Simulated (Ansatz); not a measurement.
# Pb: the cost of one run

Program: Ansatz 0.2.0. Level of theory: DFT PBE, scalar-relativistic. These are calculated values, not measurements.

### 1 The structure to begin with

The structure is hexagonal, space group P6_3/mmc (No. 194). The conventional cell has a = 3.480 Å, b = 3.480 Å, c = 5.590 Å, α = 90.00°, β = 90.00°, γ = 120.00°. Pb (site symmetry -6m2) is surrounded by 12 Pb at 3.44 to 3.48 Å.

Structure file:

```
CELL_PARAMETERS angstrom
3.48000 0.00000 0.00000
-1.74000 3.01377 0.00000
0.00000 0.00000 5.59000
ATOMIC_POSITIONS crystal
Pb 0.33333 0.66667 0.25000
Pb 0.66667 0.33333 0.75000
```

Atoms are numbered in the order of the input: Pb1, Pb2.

### 2 The deformed structure

Space group P6_3/mmc before, P-1 after.

### 3 LAPW, all electrons

The input, input.yaml:

```yaml
crystal:
  lattice:
    - [3.4800006906, 0.0174000034, 0.0174000034]
    - [-1.7249315003, 3.0050690015, 0.0063688433]
    - [0.02795, 0.02795, 5.59]
  atoms:
    - { symbol: Pb, position: [0.3333333333, 0.6666666667, 0.25] }
    - { symbol: Pb, position: [0.6666666667, 0.3333333333, 0.75] }
kpoints:
  mp_grid: { grid: [12, 12, 7] }
  band_path:
    path:
      - [0.0, 0.0, 0.0]
      - [0.0, -0.5, 0.0]
      - [0.0, 0.0, 0.5]
      - [0.0, 0.0, 0.0]
      - [-0.5, 0.0, 0.0]
      - [-0.5, 0.5, -0.5]
      - [0.0, 0.0, 0.0]
      - [-0.5, 0.0, -0.5]
      - [-0.5, 0.5, 0.0]
    npoints: 5
scf:
  occupations: { method: fermi_dirac, width: 0.05 }
hamiltonian:
  xc: pbe
  pseudopotentials: { kind: all_electron, lapw: { basis_error: 0.0005 } }
output:
  forces: true
  stress: true
  eigenvalues: true
```

Run with:

```bash
ansatz run input.yaml --threads 1 --pin off --max-ram 3072MiB --backend cpu --events-out ev --progress --plain --runs-dir out
```

**Question.** How long does this run take on 1 thread of Intel Xeon Platinum 8488C (Sapphire Rapids), shared host, and how much memory does it need?

About 2.2 min, with a peak of 1.6 GiB.
